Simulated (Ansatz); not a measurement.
TiB, 8 atoms in the cell. Symmetry: Pnma, No. 62, orthorhombic system. Conventional cell: a = 6.120 Å, b = 3.060 Å, c = 4.560 Å, α = 90.00°, β = 90.00°, γ = 90.00°. Around Ti (site symmetry m) lie 7 B at 2.34 to 2.54 Å. B (site symmetry m) is surrounded by 2 B at 1.83 Å. 

| Item | Value |
| --- | --- |
| Program | Ansatz 0.2.0 |
| Task | relaxation of cell and atoms |
| Functional | PBEsol |
| Potentials or basis | Ansatz PAW |
| Cutoff | 420 eV (not typed: the program's choice for these potentials) |
| k mesh | 5 × 9 × 6 |
| Occupations | fermi-dirac, width 0.05 eV |
| Spin | no spin polarisation |
| Target pressure | 20 GPa |
| Target pressure (GPa) | 20 |

Potentials or basis: Ansatz PAW.

Run with:

```bash
$ ansatz run input.yaml --threads 4 --pin off --max-ram 11264MiB --backend cpu --events-out ev --progress --plain --runs-dir out
```

Hardware: 4 threads of Arm Neoverse V2 (shared host).

Problem. How long does it take, and how much memory?

Solution. Wall time 30 s on 4 threads of Arm Neoverse V2, on a shared host, peak memory 0.53 GiB. Counts: scf iterations 60, plane waves 1509, k points 60, bands 38, ion steps 10.
